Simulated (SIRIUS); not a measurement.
Runs of SIRIUS 7.12.0 on MnS. The structure is cubic, space group Fm-3m (No. 225). Conventional cell: a = 5.209 Å, b = 5.209 Å, c = 5.209 Å, α = 90.00°, β = 90.00°, γ = 90.00°. Around Mn (site symmetry m-3m) lie 6 S at 2.60 Å. S (site symmetry m-3m) has 6 Mn at 2.60 Å as nearest neighbours. 

```tsv
task	level	potentials or basis	spin	smearing	valence relativity	local orbitals (radial functions)	reference energy of the basis	core relativity	second variation	moment (μB)
band structure	PBE	all-electron FP-LAPW, apw+lo standard	non-collinear, ferromagnetic start, SOC	fermi-dirac 0.05 eV	iora	Mn 13, S 11	0.22 Ha	-	-	4.70
band structure	PBE	all-electron FP-LAPW (ZORA valence), apw+lo standard	collinear, ferromagnetic start	fermi-dirac 0.05 eV	zora	Mn 13, S 11	0.22 Ha	dirac	-	4.69
band structure	revPBE	all-electron FP-LAPW, apw+lo rich	collinear, random start	gaussian 0.05 eV	iora	Mn 22, S 20	0.23 Ha	-	no	4.76
band structure	PBE	all-electron FP-LAPW (no relativity for the valence, core without relativity), apw+lo standard	collinear, ferromagnetic start	fermi-dirac 0.05 eV	none	Mn 13, S 11	0.21 Ha	none	-	4.69
band structure	LDA	all-electron FP-LAPW, apw+lo standard	collinear, ferromagnetic start	fermi-dirac 0.05 eV	iora	Mn 13, S 11	0.22 Ha	-	-	4.54
single point	PBEsol	all-electron FP-LAPW, apw+lo standard	collinear, ferromagnetic start	fermi-dirac 0.05 eV	iora	Mn 13, S 11	0.22 Ha	-	-	(a)
band structure	PBE	all-electron FP-LAPW (Koelling-Harmon valence), apw+lo standard	collinear, ferromagnetic start	fermi-dirac 0.05 eV	koelling_harmon	Mn 13, S 11	0.22 Ha	dirac	-	4.69
```

Alike in all rows: cell as given; k mesh 9 × 9 × 9; cutoff (eV) 183.

**Question.** Fill in the values left out.

**Answer.** (a) 4.67.

Caveats: a cell with one magnetic atom can't hold antiferromagnetic order, which such compounds often take; spin-orbit coupling enters by second variation, whose total energy isn't converged in the number of states and isn't listed, and the forces lack its term (some runs); relativity is left out for the core states (some runs).

Not every run made on this cell is shown here.
